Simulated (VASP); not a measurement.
# Ti (P6_3/mmc) in VASP: notebook

The runs below take Ti through relaxation of cell and atoms, vibrations by finite differences, with PBE.

Program: VASP 6.6.1. These are calculated values, not measurements. Logs are shortened: lines on timing, memory, paths and dates and some standing lists are left out, and cuts for length are marked.

### Step 1. Starting point

It takes space group P6_3/mmc (No. 194, hexagonal). Conventional cell: a = 2.950 Å, b = 2.950 Å, c = 4.680 Å, α = 90.00°, β = 90.00°, γ = 120.00°. Ti (site symmetry -6m2) has 12 Ti at 2.89 to 2.95 Å as nearest neighbours.

### Step 2. Relaxation of cell and atoms, PBE

Contents of INCAR:

```
PREC = Accurate ; ENCUT = 520
EDIFF = 1E-7 ; ISMEAR = 0
SIGMA = 0.3 ; LREAL = F
LASPH = T ; NELM = 60
ALGO = Normal ; ISIF = 3
LWAVE = F ; LCHARG = F
GGA = PE ; IBRION = 2
NSW = 80 ; EDIFFG = -0.002
```

Contents of KPOINTS:

```
regular mesh
0
Gamma
  18 18 10
```

Contents of POSCAR:

```
Ti
1.0
    2.9500000000      0.0000000000      0.0000000000
   -1.4750000000      2.5547749400      0.0000000000
    0.0000000000      0.0000000000      4.6800000000
Ti
2
Direct
    0.3333333300      0.6666666700      0.2500000000
    0.6666666700      0.3333333300      0.7500000000
```

Potentials or basis: VASP PAW PBE potentials, release 64 (Ti_sv).

Command:

```console
$ cat potpaw_PBE.64/Ti_sv/POTCAR > POTCAR
$ mpirun -np 1 vasp_std > vasp.out
```

OUTCAR:

```text
PREC = Accurate
   ENCUT = 520
   EDIFF = 1E-7
   ISMEAR = 0
   LREAL = F
   LASPH = T
   NELM = 60
   ISIF = 3
   GGA = PE
   IBRION = 2
   NSW = 80
   EDIFFG = -0.002

 ion  position               nearest neighbor table
   1  0.333  0.667  0.250-   2 2.89   2 2.89   2 2.89   2 2.89   2 2.89   2 2.89
   2  0.667  0.333  0.750-   1 2.89   1 2.89   1 2.89   1 2.89   1 2.89   1 2.89

  LATTYP: Found a hexagonal cell.
 ALAT       =     2.9500000000
 C/A-ratio  =     1.5864406780

  Lattice vectors:

 A1 = (   2.9500000000,   0.0000000000,   0.0000000000)
 A2 = (  -1.4750000000,   2.5547749400,   0.0000000000)
 A3 = (   0.0000000000,   0.0000000000,   4.6800000000)

Analysis of symmetry for initial positions (statically):
=====================================================================
 Subroutine PRICEL returns:
 Original cell was already a primitive cell.

 Routine SETGRP: Setting up the symmetry group for a
 hexagonal supercell.

 Subroutine GETGRP returns: Found 24 space group operations
 (whereof 12 operations were pure point group operations)
 out of a pool of 24 trial point group operations.

The static configuration has the point symmetry D_3d.
 The point group associated with its full space group is D_6h.

Analysis of symmetry for dynamics (positions and initial velocities):
=====================================================================
 Subroutine PRICEL returns:
 Original cell was already a primitive cell.

 Routine SETGRP: Setting up the symmetry group for a
 hexagonal supercell.

 Subroutine GETGRP returns: Found 24 space group operations
 (whereof 12 operations were pure point group operations)
 out of a pool of 24 trial point group operations.

The dynamic configuration has the point symmetry D_3d.
 The point group associated with its full space group is D_6h.

 Subroutine INISYM returns: Found 24 space group operations
 (whereof 12 operations are pure point group operations),
 and found     1 'primitive' translations

----------------------------------------------------------------------------------------

                                     Primitive cell

  volume of cell :      35.2712

  direct lattice vectors                    reciprocal lattice vectors
     2.950000000  0.000000000  0.000000000     0.338983051  0.195711956  0.000000000
    -1.475000000  2.554774940  0.000000000     0.000000000  0.391423911  0.000000000
     0.000000000  0.000000000  4.680000000     0.000000000  0.000000000  0.213675214

  length of vectors
     2.950000000  2.949999999  4.680000000     0.391423911  0.391423911  0.213675214

  position of ions in fractional coordinates (direct lattice)
     0.333333330  0.666666670  0.250000000
     0.666666670  0.333333330  0.750000000

  ion indices of the primitive-cell ions
   primitive index   ion index
                 1           1
                 2           2

----------------------------------------------------------------------------------------

 KPOINTS: regular mesh

Automatic generation of k-mesh.
 Grid dimensions read from file:
 generate k-points for:   18   18   10

 Generating k-lattice:

  Cartesian coordinates                     Fractional coordinates (reciprocal lattice)
     0.018832392  0.010872886  0.000000000     0.055555556  0.000000000  0.000000000
     0.000000000  0.021745773  0.000000000     0.000000000  0.055555556  0.000000000
     0.000000000  0.000000000  0.021367521     0.000000000  0.000000000  0.100000000

  Length of vectors
     0.021745773  0.021745773  0.021367521

  Shift w.r.t. Gamma in fractional coordinates (k-lattice)
     0.000000000  0.000000000  0.000000000

 Subroutine IBZKPT returns following result:
 ===========================================

 Found    222 irreducible k-points:

 Following reciprocal coordinates:
            Coordinates               Weight
  0.000000  0.000000  0.000000      1.000000
  0.055556 -0.000000  0.000000      6.000000
  0.111111 -0.000000  0.000000      6.000000
  0.166667  0.000000  0.000000      6.000000
  0.222222 -0.000000  0.000000      6.000000
  0.277778  0.000000  0.000000      6.000000
[... 16 lines left out ...]
  0.333333  0.111111  0.000000     12.000000
  0.388889  0.111111  0.000000     12.000000
 [... further k-points ...]
   k-points           NKPTS =    222   k-points in BZ     NKDIM =    222   number of bands    NBANDS=     16
   number of dos      NEDOS =    301   number of ions     NIONS =      2
   total plane-waves  NPLWV =  20736
   dimension x,y,z NGX =    24 NGY =   24 NGZ =   36
   dimension x,y,z NGXF=    48 NGYF=   48 NGZF=   72
   ions per type =               2
   NGX,Y,Z   is equivalent  to a cutoff of  13.53, 13.53, 12.79 a.u.
   NGXF,Y,Z  is equivalent  to a cutoff of  27.05, 27.05, 25.58 a.u.
 SYSTEM =  unknown system
   PREC   = accura    normal or accurate (medium, high low for compatibility)
   ISTART =      0    job   : 0-new  1-cont  2-samecut
   ICHARG =      2    charge: 1-file 2-atom 10-const
   ISPIN  =      1    spin polarized calculation?
   LNONCOLLINEAR =      F non collinear calculations
   LSORBIT =      F    spin-orbit coupling
   LASPH  =      T    aspherical Exc in radial PAW
   ENCUT  =  520.0 eV  38.22 Ry    6.18 a.u.   5.49  5.49  8.70*2*pi/ulx,y,z
   NELM   =     60;   NELMIN=  2; NELMDL= -5     # of ELM steps
   EDIFF  = 0.1E-06   stopping-criterion for ELM
   LREAL  =      F    real-space projection
   EDIFFG = -.2E-02   stopping-criterion for IOM
   NSW    =     80    number of steps for IOM
   IBRION =      2    ionic relax: 0-MD 1-quasi-New 2-CG
   NFREE  =      1    steps in history (QN), initial steepest desc. (CG)
   ISIF   =      3    stress and relaxation
   ISYM   =      2    0-nonsym 1-usesym 2-fastsym
   POTIM  = 0.5000    time-step for ionic-motion
   TEBEG  =    0.0;   TEEND  =   0.0 temperature during run
   PSTRESS=    0.0 pullay stress
   NELECT =      24.0000    total number of electrons
   NUPDOWN=      -1.0000    fix difference up-down
   EMIN   =  10.00;   EMAX   =-10.00  energy-range for DOS
   EFERMI =   0.00;   METHOD = LEGACY
   ISMEAR =     0;   SIGMA  =   0.30  broadening in eV -4-tet -1-fermi 0-gaus
   EFERMI_NEDOS =   21; number of points for ismear=-14 and -15
   IALGO  =     38    algorithm
   IMIX   =      4    mixing-type and parameters
     AMIX     =   0.40;   BMIX     =  1.00
     AMIX_MAG =   1.60;   BMIX_MAG =  1.00
  volume/ion in A,a.u.               =      17.64       119.01
  Fermi-wavevector in a.u.,A,eV,Ry     =   1.439920  2.721055 28.209912  2.073370
  Thomas-Fermi vector in A             =   2.558722
   LORBIT       =      0    0 simple, 1 ext, 2 COOP (PROOUT), +10 PAW based schemes
   GGA     = PE    functional components
   LHFCALC =     F    Hartree Fock is set to
   AEXX    =    0.0000 exact exchange contribution
   IVDW    =     0    specifies the selected vdW correction
   LEPSILON=     F    determine dielectric tensor
   LRPA    =     F    only Hartree local field effects (RPA)
 conjugate gradient relaxation of ions
 non-spin polarized calculation
 Gauss-broadening in eV      SIGMA  =   0.30
  energy-cutoff  :      520.00
  volume of cell :       35.27
 maximum number of plane-waves:       976
 NGX is ok and might be reduce to    24
   NGX = 11   NGY = 11   NGZ = 17

--------------------------------------- Ionic step        1  -------------------------------------------

 number of electron      24.0000002 magnetization

 Free energy of the ion-electron system (eV)
  ---------------------------------------------------
  ext. energy  EPLUGINS =         0.00000000
  ---------------------------------------------------
  free energy    TOTEN  =       -15.71870160 eV

  energy without entropy =      -15.61189543  energy(sigma->0) =      -15.66529852

------------------------ aborting loop because EDIFF is reached ----------------------------------------

  FORCE on cell =-STRESS in cart. coord.  units (eV):
  Direction    XX          YY          ZZ          XY          YZ          ZX
  --------------------------------------------------------------------------------------
  -------------------------------------------------------------------------------------
  Total       -0.3281543     -0.3281543     -0.3685471      0.0000000      0.0000000      0.0000000
  in kB      -14.9062406    -14.9062406    -16.7410627      0.0000000      0.0000000      0.0000000
  external PRESSURE =     -15.5178480 kB  Pullay stress =       0.0000000 kB
[... 89 lines left out ...]
  FREE ENERGIE OF THE ION-ELECTRON SYSTEM (eV)
  ---------------------------------------------------
  free  energy   TOTEN  =       -15.7211799986 eV

  energy  without entropy=      -15.6163041703  energy(sigma->0) =      -15.66874208

[... ionic steps 4 to 7 ...]

--------------------------------------- Ionic step        8  -------------------------------------------

 number of electron      24.0000001 magnetization

------------------------ aborting loop because EDIFF is reached ----------------------------------------

  FORCE on cell =-STRESS in cart. coord.  units (eV):
  Direction    XX          YY          ZZ          XY          YZ          ZX
  --------------------------------------------------------------------------------------
  -------------------------------------------------------------------------------------
  Total       -0.0075270     -0.0075270     -0.0129946      0.0000000      0.0000000      0.0000000
  in kB       -0.3468046     -0.3468046     -0.5987196      0.0000000      0.0000000      0.0000000
  external PRESSURE =      -0.4307763 kB  Pullay stress =       0.0000000 kB
[... 57 lines left out ...]
  energy  without entropy=      -15.6163208065  energy(sigma->0) =      -15.66875286

--------------------------------------- Ionic step       10  -------------------------------------------

 number of electron      24.0000001 magnetization

 Free energy of the ion-electron system (eV)
  ---------------------------------------------------
  ext. energy  EPLUGINS =         0.00000000
  ---------------------------------------------------
  free energy    TOTEN  =       -15.72118628 eV

  energy without entropy =      -15.61637690  energy(sigma->0) =      -15.66878159

 E-fermi :   8.2973     XC(G=0): -11.4930

 val. band max:        8.2950970648   @ k =   0.1111   0.1111   0.3000
 cond. band min:       8.3148014431   @ k =   0.0000   0.0000   0.4000
 fundamental gap:      0.0197043784
 Fermi energy:         8.2972746789

 k-point     1 :       0.0000    0.0000    0.0000
  band No.  band energies     occupation
      1     -48.5231      2.00000
      2     -48.3869      2.00000
      3     -25.1026      2.00000
      4     -24.4734      2.00000
      5     -24.4734      2.00000
      6     -24.3960      2.00000
[... 8 lines left out ...]
     15       9.6010      0.00000
     16       9.6010      0.00000
[... 420 lines left out ...]
  band No.  band energies     occupation
      1     -48.4063      2.00000
      2     -48.3616      2.00000
      3     -24.9152      2.00000
      4     -24.7983      2.00000
      5     -24.7981      2.00000
      6     -24.6388      2.00000
[... 8 lines left out ...]
     15       9.4986      0.00000
     16      11.4367      0.00000

 [... further k-points ...]
[... 5 lines left out ...]
  --------------------------------------------------------------------------------------
  -------------------------------------------------------------------------------------
  Total        0.0013895      0.0013895      0.0024869      0.0000000      0.0000000      0.0000000
  in kB        0.0640399      0.0640399      0.1146146      0.0000000      0.0000000      0.0000000
  external PRESSURE =       0.0808981 kB  Pullay stress =       0.0000000 kB
[... 17 lines left out ...]
  FREE ENERGIE OF THE ION-ELECTRON SYSTEM (eV)
  ---------------------------------------------------
  free  energy   TOTEN  =       -15.7211862830 eV

  energy  without entropy=      -15.6163769002  energy(sigma->0) =      -15.66878159

 reached required accuracy - stopping structural energy minimisation
```

Wall time 7.5 min (1 thread of Intel Xeon Platinum 8259CL at 2.50GHz (Skylake/Cascade Lake), shared host); peak memory 0.24 GiB.

What came out:

```
Free energy                            : -15.7212 eV
Relaxed volume                         : 17.38 Å³/atom
Relaxed cell                           : a = 2.937 Å, b = 2.937 Å, c = 4.653 Å, α = 90.00°, β = 90.00°, γ = 120.00°
Space group after relaxing (to 0.05 Å) : P6_3/mmc (No. 194)
Energy gained by relaxing              : 1.2 meV/atom
Ionic steps                            : 10
Pressure after relaxing                : 0.0 GPa
Band gap on the k mesh                 : none (metal or under the smearing width)
```

The path:
| step | energy change (eV) | largest force (eV/Å) | pressure (GPa) | volume (Å³) |
| --- | --- | --- | --- | --- |
| 1 | 0.0000 | 0.0000 | -1.55 | 35.27 |
| 2 | -0.0012 | 0.0000 | 1.17 | 34.41 |
| 3 | -0.0025 | 0.0000 | 0.00 | 34.77 |
| 4 | -0.0025 | 0.0000 | 0.03 | 34.76 |
| 5 | -0.0025 | 0.0000 | -0.01 | 34.77 |
| 6 | -0.0025 | 0.0000 | -0.03 | 34.78 |
| 7 | -0.0025 | 0.0000 | -0.04 | 34.78 |
| 8 | -0.0025 | 0.0000 | -0.04 | 34.77 |
| 9 | -0.0025 | 0.0000 | -0.03 | 34.77 |
| 10 | -0.0025 | 0.0000 | 0.01 | 34.76 |

Final structure:
```cif
data_structure
_symmetry_space_group_name_H-M 'P 1'
_symmetry_Int_Tables_number 1
_cell_length_a 2.9372
_cell_length_b 2.9372
_cell_length_c 4.6529
_cell_angle_alpha 90.000
_cell_angle_beta 90.000
_cell_angle_gamma 120.000
_cell_volume 34.76
loop_
_atom_site_label
_atom_site_type_symbol
_atom_site_fract_x
_atom_site_fract_y
_atom_site_fract_z
_atom_site_occupancy
Ti1 Ti 0.33333 0.66667 0.25000 1
Ti2 Ti 0.66667 0.33333 0.75000 1
```

### Step 3. Relaxation of cell and atoms, PBE

This run uses another cell than the first one, of 17.38 Å³/atom, 0.986 times its volume.

INCAR is that of step 2.

KPOINTS is that of step 2.

Contents of POSCAR:

```
Ti                                      
1.0
    2.9372220530     -0.0000000000     -0.0000000000
   -1.4686110265      2.5437089133      0.0000000000
    0.0000000000     -0.0000000000      4.6528505400
  Ti            
     2
Direct
     0.3333333300000021    0.6666666699999979    0.2500000000000000
     0.6666666699999979    0.3333333300000021    0.7500000000000000
```

Potentials or basis: VASP PAW PBE potentials, release 64 (Ti_sv).

Command:

```console
$ cat potpaw_PBE.64/Ti_sv/POTCAR > POTCAR
$ mpirun -np 1 vasp_std > vasp.out
```

It took 87 s on 1 thread of Intel Xeon Platinum 8259CL at 2.50GHz (Skylake/Cascade Lake), shared host; peak memory 0.23 GiB.

Results (log left out):

* Free energy: -15.7210 eV
* Pressure after relaxing: 0.0 GPa
* Band gap on the k mesh: none (metal or under the smearing width)

Final structure:
```
Ti
1.0
     2.93722    0.00000    0.00000
    -1.46861    2.54371    0.00000
     0.00000    0.00000    4.65285
Ti
2
Direct
  0.33333 0.66667 0.25000
  0.66667 0.33333 0.75000
```

Levels at points of the mesh, in eV from the Fermi level:
```tsv
k point	band 10	band 11	band 12	band 13	band 14	band 15
(0.00, 0.00, 0.00)	-2.65	0.80	0.81	0.81	0.93	1.30
(0.50, 0.00, 0.00)	-2.12	-1.80	-0.60	0.52	0.67	1.21
(0.00, 0.00, 0.50)	-4.32	0.12	0.12	0.71	0.71	0.71
(0.50, 0.00, 0.50)	-2.51	-0.78	-0.78	1.36	1.36	1.77
```

Caveat: the relaxation stopped at its first step, so nothing moved.

### Step 4. Vibrations by finite differences, PBE

This run uses another cell than the first one, of 17.38 Å³/atom, 0.986 times its volume.

Contents of INCAR:

```
PREC = Accurate ; ENCUT = 520
EDIFF = 1E-8 ; ISMEAR = 0
SIGMA = 0.3 ; LREAL = F
LASPH = T ; NELM = 60
ALGO = Normal ; ISIF = 3
LWAVE = F ; LCHARG = F
GGA = PE ; NBANDS = 19
IBRION = 6 ; NFREE = 2
POTIM = 0.015 ; NSW = 1
```

KPOINTS is that of step 3.

Contents of POSCAR:

```
Ti                                      
1.0
    2.9372220530      0.0000000000      0.0000000000
   -1.4686110265      2.5437089133      0.0000000000
    0.0000000000      0.0000000000      4.6528505400
  Ti            
     2
Direct
     0.3333333300000021    0.6666666699999979    0.2500000000000000
     0.6666666699999979    0.3333333300000021    0.7500000000000000
```

Command:

```console
$ cat potpaw_PBE.64/Ti_sv/POTCAR > POTCAR
$ mpirun -np 1 vasp_std > vasp.out
```

Run time: 57 min. Hardware: 1 thread of Intel Xeon Platinum 8259CL at 2.50GHz (Skylake/Cascade Lake), shared host; peak memory 0.99 GiB.

The run converged. Its results:

```yaml
Voigt_bulk_modulus: 111 GPa
Highest_phonon_frequency_at_Γ: 195 cm⁻¹
```

Phonon frequencies in cm⁻¹ (negative: imaginary):
```tsv
q point	frequencies
(0.000, 0.000, 0.000)	0 0 0 120 120 195
```

Elastic tensor in Voigt notation (GPa, in the Cartesian axes of the cell as first typed):
```
157  98  75   0   0   0
 98 157  75   0   0   0
 75  75 186   0   0   0
  0   0   0  39   0   0
  0   0   0   0  39   0
  0   0   0   0   0  30
```

Clamped-ion elastic tensor (GPa):
```
187  67  75   0   0   0
 67 187  75   0   0   0
 75  75 186   0   0   0
  0   0   0  39   0   0
  0   0   0   0  39   0
  0   0   0   0   0  60
```
